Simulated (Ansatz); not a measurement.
Input, command and steps of an Ansatz relaxation.

```yaml
crystal:
  lattice:
    - [5.8679031274, -2.055, 0.0]
    - [5.8679031274, 2.055, 0.0]
    - [-1.5994149714, 0.0, 4.3236525935]
  atoms:
    - { symbol: In, position: [0.884, 0.884, 0.005] }
    - { symbol: In, position: [0.116, 0.116, 0.995] }
    - { symbol: Se, position: [0.66, 0.66, 0.642] }
    - { symbol: Se, position: [0.34, 0.34, 0.358] }
basis:
  ecutwfc: 420
kpoints:
  mp_grid: { grid: [10, 10, 8] }
hamiltonian:
  xc: pbe
  dispersion: d3bj
scf:
  occupations: { method: gaussian, width: 0.02 }
output:
  forces: true
  stress: true
  eigenvalues: true
relax:
  adjacent_minimum: "off"
  f_tol: 0.01
  max_steps: 40
```

```bash
ansatz run input.yaml --threads 1 --pin off --max-ram 2560MiB --backend cpu --events-out ev --progress --plain --runs-dir out
```

The calculation used Ansatz 0.2.0, DFT PBE+D3(BJ), scalar-relativistic, plane waves, PAW.

Of 7 frames 6 are shown, positions in Å and forces in eV/Å; the SCF threshold varies from step to step. The mark taken_back stands on steps that the optimiser undid.

```xyz
4
Lattice="5.8679 -2.0550 0.0000 5.8679 2.0550 0.0000 -1.5994 0.0000 4.3237" Properties=species:S:1:pos:R:3:forces:R:3 pbc="T T T" step=1 free_energy_over_end_meV_per_atom=25.05
In   10.3665    0.0000    0.0216   -0.1081    0.0000    0.5228
In   -0.2301    0.0000    4.3020    0.1081    0.0000   -0.5228
Se    6.7188    0.0000    2.7758   -0.7579    0.0000   -0.1522
Se    3.4176    0.0000    1.5479    0.7579    0.0000    0.1522
4
Lattice="5.8679 -2.0550 0.0000 5.8679 2.0550 0.0000 -1.5994 0.0000 4.3237" Properties=species:S:1:pos:R:3:forces:R:3 pbc="T T T" step=2 free_energy_over_end_meV_per_atom=28.37 taken_back
In   10.2893    0.0000    0.0558    0.6441    0.0000   -0.2633
In   -0.1529    0.0000    4.2679   -0.6441    0.0000    0.2633
Se    6.5251    0.0000    2.7542    0.6341    0.0000   -0.0689
Se    3.6112    0.0000    1.5695   -0.6341    0.0000    0.0689
4
Lattice="5.8679 -2.0550 0.0000 5.8679 2.0550 0.0000 -1.5994 0.0000 4.3237" Properties=species:S:1:pos:R:3:forces:R:3 pbc="T T T" step=3 free_energy_over_end_meV_per_atom=2.64
In   10.3408    0.0000    0.0526    0.1133    0.0000    0.1138
In   -0.2044    0.0000    4.2710   -0.1133    0.0000   -0.1138
Se    6.6301    0.0000    2.7708   -0.0280    0.0000   -0.0717
Se    3.5063    0.0000    1.5529    0.0280    0.0000    0.0717
4
Lattice="5.8679 -2.0550 0.0000 5.8679 2.0550 0.0000 -1.5994 0.0000 4.3237" Properties=species:S:1:pos:R:3:forces:R:3 pbc="T T T" step=4 free_energy_over_end_meV_per_atom=0.70
In   10.3461    0.0000    0.1120   -0.0527    0.0000    0.0515
In   -0.2097    0.0000    4.2117    0.0527    0.0000   -0.0515
Se    6.6619    0.0000    2.7388    0.0027    0.0000    0.1209
Se    3.4744    0.0000    1.5849   -0.0027    0.0000   -0.1209
4
Lattice="5.8679 -2.0550 0.0000 5.8679 2.0550 0.0000 -1.5994 0.0000 4.3237" Properties=species:S:1:pos:R:3:forces:R:3 pbc="T T T" step=5 free_energy_over_end_meV_per_atom=0.20
In   10.3511    0.0000    0.1467   -0.0007    0.0000   -0.0152
In   -0.2147    0.0000    4.1770    0.0007    0.0000    0.0152
Se    6.6809    0.0000    2.7603   -0.0166    0.0000   -0.0626
Se    3.4555    0.0000    1.5634    0.0166    0.0000    0.0626
4
Lattice="5.8679 -2.0550 0.0000 5.8679 2.0550 0.0000 -1.5994 0.0000 4.3237" Properties=species:S:1:pos:R:3:forces:R:3 pbc="T T T" step=7 free_energy_over_end_meV_per_atom=0.00
In   10.3480    0.0000    0.1352   -0.0011    0.0000    0.0012
In   -0.2116    0.0000    4.1884    0.0011    0.0000   -0.0012
Se    6.6729    0.0000    2.7521    0.0003    0.0000    0.0018
Se    3.4635    0.0000    1.5715   -0.0003    0.0000   -0.0018
```

It took 3.9 min on 1 thread of Intel(R) Xeon(R) Platinum 8375C CPU @ 2.90GHz (Ice Lake), on a shared host, peak memory 0.89 GiB.